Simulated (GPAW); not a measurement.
Here is a GPAW 26.7.0 calculation.

File run.py:

```python
import json
import numpy as np
from ase import Atoms
from ase.constraints import FixSymmetry
from ase.filters import FrechetCellFilter
from ase.io import read, write
from ase.optimize import BFGS
from phonopy import Phonopy
from phonopy.structure.atoms import PhonopyAtoms
from gpaw import GPAW, PW

atoms = read('POSCAR')

calc = GPAW(mode=PW(600),
            xc='PBE',
            kpts={'size': (5, 5, 3), 'gamma': True},
            occupations={'name': 'fermi-dirac', 'width': 0.05},
            nbands=59,
            convergence={'density': 1e-06, 'eigenstates': 1e-09},
            maxiter=150,
            txt='gpaw.txt')
atoms.calc = calc
atoms.set_constraint(FixSymmetry(atoms))
BFGS(FrechetCellFilter(atoms), trajectory='relax.traj', logfile='-').run(fmax=0.005, steps=40)
atoms.set_constraint()
energy = atoms.get_potential_energy()
forces = atoms.get_forces()
stress = atoms.get_stress()
calc.write('gs.gpw')
write('result.traj', atoms)
print('Cell:', atoms.cell.cellpar().round(4))
print(atoms.get_scaled_positions().round(5))

def force_constants(scale):
    unit = PhonopyAtoms(symbols=atoms.get_chemical_symbols(), cell=atoms.cell[:] * scale**(1 / 3),
                        scaled_positions=atoms.get_scaled_positions())
    ph = Phonopy(unit, supercell_matrix=np.diag([1, 1, 1]), primitive_matrix=np.eye(3), symprec=1e-4)
    ph.generate_displacements(distance=0.01)
    forces = []
    for i, sc in enumerate(ph.supercells_with_displacements):
        a = Atoms(sc.symbols, cell=sc.cell, scaled_positions=sc.scaled_positions, pbc=True)
        c = GPAW(mode=PW(510),
                 xc='PBE',
                 kpts={'size': (5, 5, 3), 'gamma': True},
                 occupations={'name': 'fermi-dirac', 'width': 0.05},
                 nbands=59,
                 convergence={'density': 1e-06, 'eigenstates': 1e-09},
                 maxiter=150,
                 txt=f'disp-{scale:.3f}-{i:02d}.txt')
        a.calc = c
        f = a.get_forces()
        forces.append(f - f.mean(axis=0))
        print(f'displacement {i}: drift', f.mean(axis=0).round(5), flush=True)
    ph.forces = forces
    ph.produce_force_constants()
    ph.symmetrize_force_constants()
    return ph

qpoints = [[0.0, 0.0, 0.0]]
results = {}
for scale in [1.0]:
    ph = force_constants(scale)
    ph.run_qpoints(qpoints)
    nu = ph.qpoints.frequencies * 33.35641  # THz to cm^-1
    results[f'{scale:.3f}'] = nu.tolist()
    for qp, f in zip(qpoints, nu):
        print(scale, np.round(qp, 4), f.round(2))
json.dump(results, open('phonons.json', 'w'))
```

File POSCAR:

```
Si2Mo
1.0
    4.5854715599      0.0000000000      0.0000000000
   -2.2927357800      3.9711348592      0.0000000000
    0.0000000000      0.0000000000      6.5797601000
Mo Si
3 6
Direct
    0.5000000000      0.5000000000      0.8333333333
    0.0000000000      0.5000000000      0.1666666667
    0.5000000000      0.0000000000      0.5000000000
    0.1638729800      0.3277459600      0.5000000000
    0.6722540400      0.8361270200      0.1666666667
    0.8361270200      0.1638729800      0.8333333333
    0.8361270200      0.6722540400      0.5000000000
    0.3277459600      0.1638729800      0.1666666667
    0.1638729800      0.8361270200      0.8333333333
```

Potentials or basis: GPAW PAW data sets (gpaw-data 1.2.1), pw.

Command:

```bash
$ OMP_NUM_THREADS=1 python run.py
```

Problem. What does it give for the highest phonon frequency at Γ, LO-TO splitting left out?

Solution. 406 cm⁻¹.

Problem. Estimate the relaxed cell.

Solution. a = 4.618 Å, b = 4.618 Å, c = 6.611 Å, α = 90.00°, β = 90.00°, γ = 120.00°.

Problem. What does it give for the band gap on the k mesh?

Solution. 0.59 eV, indirect (least direct gap 0.86 eV).

Problem. What does it give for the space group after relaxing (to 0.05 Å)?

Solution. P6_222 (No. 180).

Phonon frequencies in cm⁻¹ (negative: imaginary):
```
              q point                                                                                            frequencies
(0.000, 0.000, 0.000)  0 0 0 190 205 205 208 225 225 251 255 255 272 272 276 278 331 331 348 348 362 370 385 385 388 406 406
```

Caveat: the LO-TO splitting is left out; an odd mesh through Γ misses points on the zone boundary, where band edges often lie.
